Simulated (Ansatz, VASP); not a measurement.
Ni in VASP and in Ansatz

The input INCAR:

```
PREC     = Accurate       # precision mode
ENCUT    = 520            # plane-wave cutoff, eV
EDIFF    = 1E-7           # SCF threshold, eV
ISMEAR   = -1             # smearing method
SIGMA    = 0.05           # smearing width, eV
LREAL    = False          # projectors in reciprocal space
LASPH    = True           # aspherical terms in the spheres
NELM     = 120            # most SCF steps
ALGO     = Normal         # electronic algorithm
ISIF     = 2              # what is computed and relaxed
LWAVE    = False          # write WAVECAR
LCHARG   = False          # write CHGCAR
ISPIN    = 2              # spin polarisation
MAGMOM   = 1              # initial moments
LORBIT   = 11             # projections on sites
LMAXMIX  = 4              # l up to which the mixer works
GGA      = PS             # functional
NBANDS   = 15             # bands
```

The input KPOINTS:

```
Automatic mesh
0
Gamma
  13 13 13
```

The input POSCAR:

```
Ni
1.0
   -1.4108540358      1.4108540358      1.4108540358
    1.4108540358     -1.4108540358      1.4108540358
    1.4108540358      1.4108540358     -1.4108540358
Ni
1
Direct
    0.0000000000      0.0000000000      0.0000000000
```

The input input.yaml:

```yaml
crystal:
  lattice:
    - [-1.4108540358, 1.4108540358, 1.4108540358]
    - [1.4108540358, -1.4108540358, 1.4108540358]
    - [1.4108540358, 1.4108540358, -1.4108540358]
  atoms:
    - { symbol: Ni, position: [0.0, 0.0, 0.0], spin: 1.0 }
hamiltonian:
  xc: pbesol
  pseudopotentials: { kind: paw }
magnetization:
  spin_polarized: true
kpoints:
  mp_grid: { grid: [13, 13, 13] }
scf:
  occupations: { method: fermi_dirac, width: 0.05 }
output:
  forces: true
  stress: true
  eigenvalues: true
```

Change from the starting cell: volume scaled by 1.06.

Alike in both runs: task single point; functional PBEsol; k mesh 13 × 13 × 13; occupations fermi-dirac, width 0.05 eV; collinear spin, ferromagnetic start.

```csv
,VASP,Ansatz
version,VASP 6.6.1,Ansatz 0.2.0
potentials or method,"VASP PAW PBE potentials, release 64 (Ni)",Ansatz PAW
plane-wave cutoff (eV),520,420
valence electrons in the cell,10,18
```

Ansatz gave:

* gap on the k mesh at the Fermi level (eV): none
* pressure (GPa): -13.0
* net moment per atom (μB): 0.62
* size of the moment on the site where the two differ most (μB): 0.65

Which values does VASP return?

gap on the k mesh at the Fermi level (eV): none; pressure (GPa): -12.9; net moment per atom (μB): 0.60; size of the moment on the site where the two differ most (μB): 0.61.

Site moments also hang on the region over which each program counts them. A gap of «none» marks a metal or a gap that the smearing closes. The functional is the same, so the differences come from potentials, cutoffs and numerics. The two sets of potentials don't hold the same shells in valence.

Caveats: the PAW data sets were made with another functional, which shifts forces and pressure a little (VASP); the PAW data sets come from PBE, with cores solved anew for the run's functional, which leaves a small shift of forces and pressure (Ansatz).
